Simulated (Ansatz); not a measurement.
Here is an Ansatz 0.2.0 calculation.

input.yaml

```yaml
crystal:
  lattice:
    - [2.8672622327, 0.0, 0.0]
    - [-1.4336311163, 2.4831219328, 0.0]
    - [0.0, 0.0, 4.678083]
  atoms:
    - { symbol: Ti, position: [0.0, 0.0, 0.0] }
    - { symbol: Al, position: [0.3333333333, 0.6666666667, 0.5] }
kpoints:
  mp_grid: { grid: [11, 11, 6] }
scf:
  occupations: { method: fermi_dirac, width: 0.05 }
hamiltonian:
  xc: pbesol
  pseudopotentials: { kind: all_electron, lapw: { basis_error: 0.001 } }
output:
  forces: true
  stress: true
  eigenvalues: true
  populations: true
```

Potentials or basis: all-electron LAPW, scalar-relativistic.

The run is started by

```bash
$ ansatz run input.yaml --threads 1 --pin off --max-ram 3072MiB --backend cpu --events-out ev --progress --plain --runs-dir out
```

**Question.** Estimate the Loewdin charges.

**Answer.** Ti +0.50; Al -0.38 e.

**Question.** Predict the band gap on the k mesh.

**Answer.** None (metal or under the smearing width).

**Question.** Estimate the pressure.

**Answer.** -2.9 GPa.

Stress tensor (GPa, compression positive):
```
-2.31  0.00  0.00
 0.00 -2.31  0.00
 0.00  0.00 -3.97
```
